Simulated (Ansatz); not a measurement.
This cell of MgF₂ (rutile) is off equilibrium:

```xyz
12
Lattice="9.3968 0.0000 0.0000 4.6984 4.6984 0.0000 0.0000 0.0000 3.0928" Properties=species:S:1:pos:R:3 pbc="T T T"
Mg     0.1075     0.1046     0.0000
Mg     4.5909    -0.1046     0.0000
Mg    11.7520     2.3748     1.5464
Mg     7.0415     2.3236     1.5464
F      1.3394     1.3383     0.0000
F      6.2117     1.5144     0.0000
F      3.7895     0.9207     1.5464
F      8.4599     0.9250     1.5464
F     10.3336     3.7734     1.5464
F      5.6072     3.7776     1.5464
F      3.1851     3.1840     0.0000
F      8.0574     3.3601     0.0000
```

Level of theory: PBE (plane waves to 420 eV, PAW, scalar-relativistic; Ansatz, a quantum-chemistry and plane-wave program). k mesh 7×7×11 (Γ-centred), Fermi-Dirac smearing 0.05 eV. Compression counts positive. MgF2 was relaxed with its symmetry unable to fall.

### Question
Predict the force on every atom, in eV/Å.

### Answer
```tsv
atom	Fx	Fy	Fz
Mg1	-2.283	-2.250	0.000
Mg2	2.283	2.250	0.000
Mg3	-0.099	-0.371	0.000
Mg4	0.099	0.371	0.000
F5	2.102	2.128	0.000
F6	-0.584	-0.580	0.000
F7	-0.136	0.006	0.000
F8	0.183	-0.027	0.000
F9	-0.183	0.027	0.000
F10	0.136	-0.006	0.000
F11	0.584	0.580	0.000
F12	-2.102	-2.128	0.000
```

### Question
What is the stress tensor (GPa)?

### Answer
```
   5.03     5.09     0.00
   5.09     5.04     0.00
   0.00     0.00     1.11
```
The pressure, a third of the trace, is 3.73 GPa.

(A displaced cell: forces are minus the slopes of the energy, force constants its curvatures, and phonons follow from these.)
